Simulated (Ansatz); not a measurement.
# ZnCu: the cost of one run

Program: Ansatz 0.2.0. Level of theory: DFT PBEsol, scalar-relativistic, plane waves, PAW. These are calculated values, not measurements.

## Step 1: The starting structure

It takes space group Pm-3m (No. 221, cubic). The conventional cell has a = 2.945 Å, b = 2.945 Å, c = 2.945 Å, α = 90.00°, β = 90.00°, γ = 90.00°. Zn (site symmetry m-3m) is surrounded by 8 Cu at 2.55 Å. Cu (site symmetry m-3m) has 8 Zn at 2.55 Å in its first shell of neighbours.

Coordinates:

```xyz
2
Lattice="2.9450 0.0000 0.0000 0.0000 2.9450 0.0000 0.0000 0.0000 2.9450" Properties=species:S:1:pos:R:3 pbc="T T T"
Zn    1.4725    1.4725    1.4725
Cu    0.0000    0.0000    0.0000
```

The cell is taken as given, not relaxed at this level.

## Step 2: Zero of energy

The reference gives a free energy of -9869.8707 eV, pressure -4.69 GPa, largest force 0.000 eV/Å and gap on the mesh none (metal). It was computed beforehand with the settings of the runs below.

## Step 3: Setting up shifting one sublattice

Every Zn atom is moved by x along the Cartesian unit vector (-0.577, -0.577, -0.577); the cell and all other atoms stay fixed. Forces below are components along that vector, summed over the moved atoms.

## Step 4: At x = -0.300 Å

input.yaml

```yaml
crystal:
  lattice:
    - [2.945, 0.0, 0.0]
    - [0.0, 2.945, 0.0]
    - [0.0, 0.0, 2.945]
  atoms:
    - { symbol: Zn, position: [0.5588132702, 0.5588132702, 0.5588132702] }
    - { symbol: Cu, position: [0.0, 0.0, 0.0] }
basis:
  ecutwfc: 420
kpoints:
  mp_grid: { grid: [16, 16, 16] }
hamiltonian:
  xc: pbesol
scf:
  occupations: { method: gaussian, width: 0.15 }
output:
  forces: true
  stress: true
  eigenvalues: true
```

Started as:

```
ansatz run input.yaml --threads 1 --pin off --max-ram 2560MiB --backend cpu --events-out ev --progress --plain --runs-dir out
```

**Question.** How long does this run take on 1 thread of Arm Neoverse V1, shared host, and how much memory does it need?

About 21 s, with a peak of 0.49 GiB.
